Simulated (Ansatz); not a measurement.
**Relaxing SnO in the rocksalt type**

First guess:

```
CELL_PARAMETERS angstrom
0.00000 2.23228 2.23228
2.23228 0.00000 2.23228
2.23228 2.23228 0.00000
ATOMIC_POSITIONS crystal
Sn 0.00000 0.00000 0.00000
O 0.50000 0.50000 0.50000
```

All numbers below come from DFT, PBE, PAW with Ansatz's default frozen-core files, scalar-relativistic (Ansatz 0.2.0).

Cell and atoms relax within the symmetry of the start on a 14×14×14 k mesh with 0.03 eV Fermi–Dirac smearing.

The start is built from a prototype, known or not as a phase of this compound; the cutoff is 420 eV.

Spin–orbit coupling is left out, though it moves levels of the heavy atoms by tenths of an eV or more.

(1) What is the pressure of the first guess?

(2) What does it relax to?

(3) How much energy does the relaxation release?

Answers

(1) 92.9 GPa.

(2) a = 5.118 Å, b = 5.118 Å, c = 5.118 Å, α = 90.00°, β = 90.00°, γ = 90.00° (conventional cell), 16.76 Å³ per atom:
```xyz
2
Lattice="0.0000 2.5590 2.5590 2.5590 0.0000 2.5590 2.5590 2.5590 0.0000" Properties=species:S:1:pos:R:3 pbc="T T T"
Sn    0.0000    0.0000    0.0000
O     2.5590    2.5590    2.5590
```

(3) 1136 meV/atom.
